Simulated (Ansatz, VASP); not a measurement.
# One calculation of Ca, two programs

The input INCAR:

```
SYSTEM = Ca
PREC     = Accurate       ! precision mode
ENCUT    = 520            ! plane-wave cutoff, eV
EDIFF    = 1E-7           ! SCF threshold, eV
ISMEAR   = 0              ! smearing method
SIGMA    = 0.15           ! smearing width, eV
LREAL    = .FALSE.        ! projectors in reciprocal space
LASPH    = .TRUE.         ! aspherical terms in the spheres
NELM     = 100            ! most SCF steps
ALGO     = Fast           ! electronic algorithm
ISIF     = 2              ! what is computed and relaxed
LWAVE    = .FALSE.        ! write WAVECAR
LCHARG   = .FALSE.        ! write CHGCAR
GGA      = PE             ! functional
NBANDS   = 11             ! bands
```

KPOINTS

```
Automatic mesh
0
G
  16 16 16
  0 0 0
```

The input POSCAR:

```
Ca
1.0
    0.0000000000      2.7491243758      2.8865805946
    2.7491243758      0.0000000000      2.8865805946
    2.7491243758      2.7491243758      0.0000000000
Ca
1
Direct
    0.0000000000      0.0000000000      0.0000000000
```

Input for Ansatz:

```yaml
crystal:
  lattice:
    - [0.0, 2.7491243758, 2.8865805946]
    - [2.7491243758, 0.0, 2.8865805946]
    - [2.7491243758, 2.7491243758, 0.0]
  atoms:
    - { symbol: Ca, position: [0.0, 0.0, 0.0] }
basis:
  ecutwfc: 420
kpoints:
  mp_grid: { grid: [16, 16, 16] }
hamiltonian:
  xc: pbe
scf:
  occupations: { method: gaussian, width: 0.15 }
output:
  forces: true
  stress: true
  eigenvalues: true
```

Alike in both runs: task single point; functional PBE; k mesh 16 × 16 × 16; occupations gaussian, width 0.15 eV; no spin polarisation.

|  | VASP | Ansatz |
| --- | --- | --- |
| version | VASP 6.6.1 | Ansatz 0.2.0 |
| potentials or method | VASP PAW PBE potentials, release 64 (Ca_sv) | scalar-relativistic, plane waves, PAW |
| plane-wave cutoff (eV) | 520 | 420 |
| valence electrons in the cell | 10 | 10 |

```csv
,VASP,Ansatz,Ansatz less VASP
gap on the k mesh at the Fermi level (eV),none,none,-
pressure (GPa),-0.5,-0.6,-0.01
largest component of the traceless stress (GPa),0.30,0.30,0.000
```

A gap of «none» marks a metal or a gap that the smearing closes. With one functional, cell and mesh, what is left measures potentials, basis and numerics.
